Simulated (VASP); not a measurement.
Wanted: the native input for a VASP 6.6.1 run.

```yaml
Task: relaxation of cell and atoms
Functional: PBE0
Potentials_or_basis: VASP PAW PBE potentials, release 64 (Zn, Cu)
Cutoff: 600 eV
k_mesh: 5 × 5 × 5
Occupations: fermi-dirac, width 0.02 eV
Spin: no spin polarisation
Grid_for_exact_exchange_PRECFOCK: Fast
Exchange_at_q_=_0: truncated
Further_INCAR_settings: ALGO = Normal; EDIFF = 1e-07; IBRION = 2; EDIFFG = -0.01; NSW = 40; ISIF = 3
```

ZnCu:

```xyz
2
Lattice="2.9450 0.0000 0.0000 0.0000 2.9450 0.0000 0.0000 0.0000 2.9450" Properties=species:S:1:pos:R:3 pbc="T T T"
Zn    1.4725    1.4725    1.4725
Cu    0.0000    0.0000    0.0000
```

The input as run:

POSCAR

```
ZnCu
1.0
    2.9450000000      0.0000000000      0.0000000000
    0.0000000000      2.9450000000      0.0000000000
    0.0000000000      0.0000000000      2.9450000000
Zn Cu
1 1
Cartesian
    1.4725000000      1.4725000000      1.4725000000
    0.0000000000      0.0000000000      0.0000000000
```

INCAR.step1

```
SYSTEM = ZnCu
  PREC = Accurate
  ENCUT = 600
  EDIFF = 1E-5
  ISMEAR = -1
  SIGMA = 0.02
  LREAL = .FALSE.
  LASPH = .TRUE.
  NELM = 60
  ALGO = Normal
  LWAVE = .TRUE.
  LCHARG = .FALSE.
  GGA = PE
```

INCAR.step2

```
SYSTEM = ZnCu
  PREC = Accurate
  ENCUT = 600
  EDIFF = 1E-7
  ISMEAR = -1
  SIGMA = 0.02
  LREAL = .FALSE.
  LASPH = .TRUE.
  NELM = 60
  ALGO = Normal
  ISIF = 3
  LWAVE = .FALSE.
  LCHARG = .FALSE.
  GGA = PE
  LHFCALC = .TRUE.
  AEXX = 0.25
  PRECFOCK = Fast
  HFRCUT = -1
  IBRION = 2
  NSW = 40
  EDIFFG = -0.01
  ISTART = 1
```

KPOINTS

```
regular mesh
0
G
  5 5 5
  0 0 0
```

Potentials or basis: VASP PAW PBE potentials, release 64 (Zn, Cu).

Launch:

```console
$ cat potpaw_PBE.64/Zn/POTCAR potpaw_PBE.64/Cu/POTCAR > POTCAR
$ cp INCAR.step1 INCAR
$ mpirun -np 1 vasp_std > vasp.out
$ cp INCAR.step2 INCAR
$ mpirun -np 1 vasp_std > vasp.out
```

It gave:

- Relaxed volume: 13.09 Å³/atom
- Relaxed cell: a = 2.969 Å, b = 2.969 Å, c = 2.969 Å, α = 90.00°, β = 90.00°, γ = 90.00°
- Space group after relaxing (to 0.05 Å): Pm-3m (No. 221)
- Energy gained by relaxing: 2.8 meV/atom
- Ionic steps: 3
- Pressure after relaxing: 0.0 GPa
- Band gap on the k mesh: none (metal or under the smearing width)

Caveat: the k mesh is coarse (spacing up to 0.43 Å⁻¹), so the values aren't converged, least of all with exact exchange; the PAW data sets were made with another functional, which shifts forces and pressure a little.

It took 17 min on 1 thread of Intel(R) Xeon(R) Platinum 8488C (Sapphire Rapids), with other jobs on the host, peak memory 0.14 GiB.
